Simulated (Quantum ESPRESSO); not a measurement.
## BeS under changes of volume

One of the cells (14.261 Å³/atom); the others are scaled copies at fixed shape and fractional positions:

```
S Be
1.0
     0.00000    2.42500    2.42500
     2.42500    0.00000    2.42500
     2.42500    2.42500    0.00000
S Be
1 1
Direct
  0.75000 0.75000 0.75000
  0.00000 0.00000 0.00000
```

| Item | Value |
| --- | --- |
| Program | Quantum ESPRESSO 7.5 |
| Functional | r2SCAN |
| Potentials or basis | SG15 PBE 1.2 |
| Cutoff | 952 eV |
| Density cutoff | 3810 eV |
| k mesh | 7 × 7 × 7 |
| Occupations | fermi-dirac, width 0.05 eV |
| Spin | no spin polarisation |

| volume (Å³/atom) | energy over the lowest point (meV/atom) | pressure (GPa) | gap on the mesh (eV) |
| --- | --- | --- | --- |
| 13.405 | 25.10 | 8.3 | 3.60 |
| 13.690 | 12.58 | 5.7 | 3.65 |
| 13.975 | 4.49 | 3.3 | 3.69 |
| 14.261 | ? | ? | ? |
| 14.546 | 0.00 | -0.8 | 3.77 |
| 14.831 | 2.92 | -2.6 | 3.80 |
| 15.116 | 8.88 | -4.2 | 3.84 |

Question: What does the run at 14.261 Å³/atom give?

Answer: Energy over the lowest point 0.42 meV/atom; pressure 1.2 GPa; gap on the mesh 3.73 eV.

Worked out: A Birch-Murnaghan fit of order 3 (a polynomial in V^(-2/3)) to the other rows has its minimum at 14.44 Å³/atom with B0 = V·E''(V) = 98 GPa and B' = 3.8. It gives 0.40 meV/atom at 14.261 Å³/atom, against the run's 0.42, and -dE/dV = 1.2 GPa, against 1.2. A straight line through the other rows of the gap, of slope 1.96 eV per unit of ln V, gives 3.73 eV, against the run's 3.73.

Energies are extrapolated to zero smearing.

Caveats: the potentials were made for another functional, which shifts forces and pressure; an odd mesh through Γ misses points on the zone boundary, where band edges often lie.
